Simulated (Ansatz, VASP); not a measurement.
Two plane-wave programs on BN

```
B N
1.0
     0.00000    1.91393    1.62684
     1.91393    0.00000    1.62684
     1.91393    1.91393    0.00000
B N
1 1
Cartesian
  0.0000 0.0000 0.0000
  2.8709 2.8709 2.4403
```

Alike in both runs: task single point; functional PBEsol; k mesh 12 × 12 × 12; occupations gaussian, width 0.05 eV; no spin polarisation.

```csv
,VASP,Ansatz
version,VASP 6.6.1,Ansatz 0.2.0
potentials or method,"VASP PAW PBE potentials, release 64 (B, N)","scalar-relativistic, plane waves, PAW"
plane-wave cutoff (eV),520,420
valence electrons in the cell,8,8
```

```tsv
	VASP	Ansatz	Ansatz less VASP
gap on the k mesh at the Fermi level (eV)	1.91	1.92	+0.013
least direct gap on the mesh (eV)	7.39	7.39	+0.008
pressure (GPa)	-6.5	-7.1	-0.53
largest component of the traceless stress (GPa)	51.02	51.06	+0.038
```

Caveats: the PAW data sets were made with another functional, which shifts forces and pressure a little (VASP). A k mesh can miss the band edges. As with any semilocal functional, this PBEsol gap is likely too small.
